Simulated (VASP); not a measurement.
# BN: convergence, energy along a vibration (SMASS = -2)

BN, atoms displaced along the mode, 2 atoms in the cell. PBE, energy along a line of displacements; PAW potentials N, B (PBE set). VASP 6.6.1.

Wanted: harmonic frequency within 1 %.

Mode: optical mode at Gamma along [111].

POSCAR of the starting run:
```
BN
1.0
    0.0000000000      1.8130010000      1.8130010000
    1.8130010000      0.0000000000      1.8130010000
    1.8130010000      1.8130010000      0.0000000000
N B
1 1
Direct
    0.7444514726      0.7444514726      0.7444514726
    0.0071894748      0.0071894748      0.0071894748

    0.0050297428   0.0050297428   0.0050297428
   -0.0065172625  -0.0065172625  -0.0065172625
```

The series start from k mesh: 7 × 7 × 7; Cutoff (eV): 520; Step along the mode (Å): 0.02; Electronic threshold (eV): 1e-7; Precision and projection: Accurate, reciprocal space. Each series keeps the choices made before it, and each single choice may use up half of a tolerance.

## k mesh

| k mesh | Harmonic frequency (THz) | Time (s) |
|---|---|---|
| 4 × 4 × 4 | 30.98 | 6.0 |
| 5 × 5 × 5 | 30.87 | 8.7 |
| 6 × 6 × 6 | 30.83 | 13 |
| 7 × 7 × 7 | 30.82 | 18 |
| 9 × 9 × 9 | 30.81 | 36 |
| 11 × 11 × 11 (reference) | 30.82 | 63 |

Chosen: 5 × 5 × 5, the loosest value from which every tighter one stays within half of the tolerance.

## Cutoff (eV)

| Cutoff (eV) | Harmonic frequency (THz) | Time (s) |
|---|---|---|
| 280 | 32.03 | 4.2 |
| 340 | 31.08 | 4.9 |
| 400 | 30.94 | 6.8 |
| 460 | 30.9 | 7.1 |
| 520 | 30.87 | 8.7 |
| 600 (reference) | 30.87 | 9.0 |

Chosen: 400.

## Electronic threshold (eV)

| Electronic threshold (eV) | Harmonic frequency (THz) | Time (s) |
|---|---|---|
| 0.001 | 30.92 | 5.6 |
| 0.0001 | 30.92 | 6.2 |
| 1e-5 | 30.92 | 6.4 |
| 1e-6 | 30.92 | 6.8 |
| 1e-7 | 30.92 | 7.7 |
| 1e-8 (reference) | 30.92 | 9.1 |

Chosen: 0.001.

## Precision and projection

| Precision and projection | Harmonic frequency (THz) | Time (s) |
|---|---|---|
| Accurate, reciprocal space | 30.92 | 5.6 |
| Normal, reciprocal space | 30.92 | 3.8 |
| Normal, Auto | 30.9 | 5.5 |

Chosen: Normal, reciprocal space, the fastest of those that stay within half of the tolerance.

Also changed on the way, by series that aren't shown: Step along the mode (Å): 0.04.

## All choices together

| Input | Harmonic frequency (THz) | Time (s) |
|---|---|---|
| defaults on a coarse mesh (naive) | 30.95 | 2.7 |
| chosen settings | 30.92 | 3.8 |
| reference settings throughout | 30.83 | 69 |

The tolerance is met.

## The input

INCAR:
```
GGA = PE
PREC = Normal
ENCUT = 400
EDIFF = 0.001
ALGO = Normal
LREAL = False
LASPH = True
ISMEAR = 0
SIGMA = 0.03
ISYM = 0
LWAVE = False
LCHARG = False
IBRION = 0
SMASS = -2
POTIM = 1
NSW = 9
NELMIN = 4
KPAR = 2
```

KPOINTS:
```
Automatic mesh
0
Gamma
  5 5 5
  0 0 0
```

POSCAR:
```
BN
1.0
    0.0000000000      1.8130010000      1.8130010000
    1.8130010000      0.0000000000      1.8130010000
    1.8130010000      1.8130010000      0.0000000000
N B
1 1
Direct
    0.7389029452      0.7389029452      0.7389029452
    0.0143789497      0.0143789497      0.0143789497

    0.0100594857   0.0100594857   0.0100594857
   -0.0130345251  -0.0130345251  -0.0130345251
```

Commands:
```
cat potpaw_PBE.64/N/POTCAR potpaw_PBE.64/B/POTCAR > POTCAR
mpirun -np 2 vasp_std > vasp.out
```

The naive input happens to agree within the tolerance here, in 2.7 s.

Limits: NELMIN = 4 forces that many electronic steps, so a loose EDIFF looks better here than it is.

The chosen input took VASP 6.6.1 3.8 s on 2 cores (AMD EPYC 9R45 (Zen 5)), a shared host.

## An input that fails: POTIM multiplies the typed steps tenfold

It runs to its end, but against the unchanged starting input it is off by 13759 % in the harmonic frequency.

Changes against the starting input:
```
- POTIM = 1
+ POTIM = 10
```
